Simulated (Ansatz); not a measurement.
## Hg (hcp)

Method: r²SCAN, scalar-relativistic; no spin polarisation; PAW, 500 eV, 14×14×8 k-mesh, Gaussian smearing of 0.05 eV; code Ansatz; PAW files: Ansatz's generated set soft_2.

```cif
data_structure
_symmetry_space_group_name_H-M 'P6_3/mmc'
_symmetry_Int_Tables_number 194
_cell_length_a 3.4642
_cell_length_b 3.4642
_cell_length_c 5.4025
_cell_angle_alpha 90.000
_cell_angle_beta 90.000
_cell_angle_gamma 120.000
_cell_volume 56.15
loop_
_atom_site_label
_atom_site_type_symbol
_atom_site_symmetry_multiplicity
_atom_site_Wyckoff_symbol
_atom_site_fract_x
_atom_site_fract_y
_atom_site_fract_z
_atom_site_occupancy
Hg1 Hg 2 d 0.33333 0.66667 0.75000 1
```

At room temperature Hg is liquid, and it freezes in another structure.

**Question.** Which orbitals carry the states at the Fermi level, and how many states are there?

**Answer.** Within 0.1 eV of it: Hg 6s 99 % (shares among the projected shells). The Fermi level sits on a steep edge: the density of states is 0.3, 0.0 and 0.0 states/eV per cell at −0.1, 0 and +0.1 eV.

Density of states (tetrahedra, averaged over 0.4 eV; states/eV per cell of 2 atoms; energy in eV from the Fermi level; projections on Löwdin-orthogonalised atomic orbitals, summed over sites):

| E | total | Hg 5d | Hg 6s |
| --- | --- | --- | --- |
| -7.65 | 0.0 | 0.0 | 0.0 |
| -7.25 | 0.3 | 0.1 | 0.2 |
| -6.85 | 11.4 | 10.5 | 0.9 |
| -6.45 | 14.3 | 14.0 | 0.3 |
| -6.05 | 13.6 | 13.3 | 0.3 |
| -5.65 | 11.3 | 11.1 | 0.2 |
| -5.25 | 0.4 | 0.2 | 0.3 |
| -4.85 | 0.4 | 0.1 | 0.3 |
| -4.45 | 0.5 | 0.1 | 0.4 |
| -4.05 | 0.5 | 0.1 | 0.4 |
| -3.65 | 0.5 | 0.1 | 0.4 |
| -3.25 | 0.6 | 0.1 | 0.5 |
| -2.85 | 0.6 | 0.1 | 0.5 |
| -2.45 | 0.8 | 0.1 | 0.6 |
| -2.05 | 0.7 | 0.1 | 0.6 |
| -1.65 | 0.7 | 0.0 | 0.6 |
| -1.25 | 0.9 | 0.0 | 0.7 |
| -0.85 | 1.2 | 0.1 | 1.1 |
| -0.45 | 0.9 | 0.0 | 0.9 |
| -0.05 | 0.2 | 0.0 | 0.2 |
| 0.35 | 0.1 | 0.0 | 0.0 |
| 0.75 | 0.3 | 0.0 | 0.0 |
| 1.15 | 0.4 | 0.0 | 0.0 |
| 1.55 | 0.7 | 0.0 | 0.0 |
| 1.95 | 1.1 | 0.0 | 0.1 |
| 2.35 | 1.1 | 0.0 | 0.1 |
| 2.75 | 0.9 | 0.0 | 0.1 |
| 3.15 | 0.7 | 0.0 | 0.0 |

These numbers lack spin–orbit coupling.
